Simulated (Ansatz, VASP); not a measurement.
One calculation of W, two programs

Contents of POSCAR:

```
W
1.0
    2.6571548570     -1.7561760909      0.0000000000
    2.6571548570      1.7561760909      0.0000000000
    0.0000000000      0.0000000000      7.1638799453
W
4
Direct
    0.8500000000      0.1500000000      0.1170000000
    0.6500000000      0.3500000000      0.6170000000
    0.1500000000      0.8500000000      0.8830000000
    0.3500000000      0.6500000000      0.3830000000
```

INCAR.step1

```
SYSTEM = W
PREC = Accurate
ENCUT = 520
ISMEAR = 0
SIGMA = 0.1
LREAL = .FALSE.
LASPH = .TRUE.
NELM = 100
NBANDS = 36
GGA = PE
ALGO = Normal
EDIFF = 1E-4
LWAVE = .TRUE.
LCHARG = .FALSE.
```

The input INCAR.step2:

```
SYSTEM = W
PREC = Accurate
ENCUT = 520
EDIFF = 1E-7
ISMEAR = 0
SIGMA = 0.1
LREAL = .FALSE.
LASPH = .TRUE.
NELM = 100
ALGO = Normal
ISIF = 2
LWAVE = .FALSE.
LCHARG = .FALSE.
METAGGA = R2SCAN
LMIXTAU = .TRUE.
NBANDS = 36
ISTART = 1
```

Contents of KPOINTS:

```
regular mesh
0
G
  6 6 4
  0 0 0
```

Input for Ansatz:

```yaml
crystal:
  lattice:
    - [2.657154857, -1.7561760909, 0.0]
    - [2.657154857, 1.7561760909, 0.0]
    - [0.0, 0.0, 7.1638799453]
  atoms:
    - { symbol: W, position: [0.85, 0.15, 0.117] }
    - { symbol: W, position: [0.65, 0.35, 0.617] }
    - { symbol: W, position: [0.15, 0.85, 0.883] }
    - { symbol: W, position: [0.35, 0.65, 0.383] }
basis:
  ecutwfc: 500
kpoints:
  mp_grid: { grid: [6, 6, 4] }
hamiltonian:
  xc: r2scan
scf:
  occupations: { method: gaussian, width: 0.1 }
  lower_state_search: "off"
output:
  forces: true
  stress: true
  eigenvalues: true
```

Alike in both runs: task single point; functional r2SCAN; k mesh 6 × 6 × 4; occupations gaussian, width 0.1 eV; no spin polarisation.

|  | VASP | Ansatz |
| --- | --- | --- |
| version | VASP 6.6.1 | Ansatz 0.2.0 |
| potentials or method | VASP PAW PBE potentials, release 64 (W_sv) | scalar-relativistic, plane waves, PAW |
| plane-wave cutoff (eV) | 520 | 500 |
| valence electrons in the cell | 56 | 56 |

|  | VASP | Ansatz | Ansatz less VASP |
| --- | --- | --- | --- |
| gap on the k mesh at the Fermi level (eV) | none | none | - |
| rms of the force components (eV/Å) | 7.671 | 6.935 | -0.7359 |

Atom by atom the forces differ by 0.742 eV/Å (rms over components). A gap of «none» marks a metal or a gap that the smearing closes. The functional is the same, so the differences come from potentials, cutoffs and numerics.

Caveats: the PAW data sets were made with another functional, which shifts forces and pressure a little (VASP). The runs have no spin-orbit coupling, so splittings on W are missing.
